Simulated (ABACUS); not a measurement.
Ta:

```xyz
1
Lattice="-1.6513 1.6513 1.6513 1.6513 -1.6513 1.6513 1.6513 1.6513 -1.6513" Properties=species:S:1:pos:R:3 pbc="T T T"
Ta    0.0000    0.0000    0.0000
```

* Program: ABACUS 3.10.1
* Task: relaxation of cell and atoms
* Functional: revPBE
* Potentials or basis: SSSP 1.3 efficiency PBE
* Cutoff: 748 eV
* Density cutoff: 5987 eV
* Basis: plane waves
* k mesh: 9 × 9 × 9
* Occupations: fermi-dirac, width 0.05 eV
* Spin: no spin polarisation

At the start: pressure 5.7 GPa; volume 18.01 Å³/atom.

Question: How do energy, volume and symmetry change on relaxing?

Answer: Over 6 steps the energy falls by 9.8 meV/atom and the volume is 18.57 Å³/atom (+3.1 %); space group Im-3m (No. 229, to 0.05 Å).

Step by step:
```
step  energy change (eV)  largest force (eV/Å)  pressure (GPa)  volume (Å³)
   1              0.0000                0.0000            5.72        18.01
   2              0.0319                0.0000          -10.50        19.80
   3             -0.0098                0.0000           -0.11        18.59
   4             -0.0098                0.0000           -0.14        18.59
   5             -0.0098                0.0000            0.25        18.55
   6             -0.0098                0.0000            0.02        18.57
```

Final structure:
```xyz
1
Lattice="-1.6683 1.6683 1.6683 1.6683 -1.6683 1.6683 1.6683 1.6683 -1.6683" Properties=species:S:1:pos:R:3 pbc="T T T"
Ta    0.0000    0.0000    0.0000
```

Caveat: the potentials were made for another functional, which shifts forces and pressure.
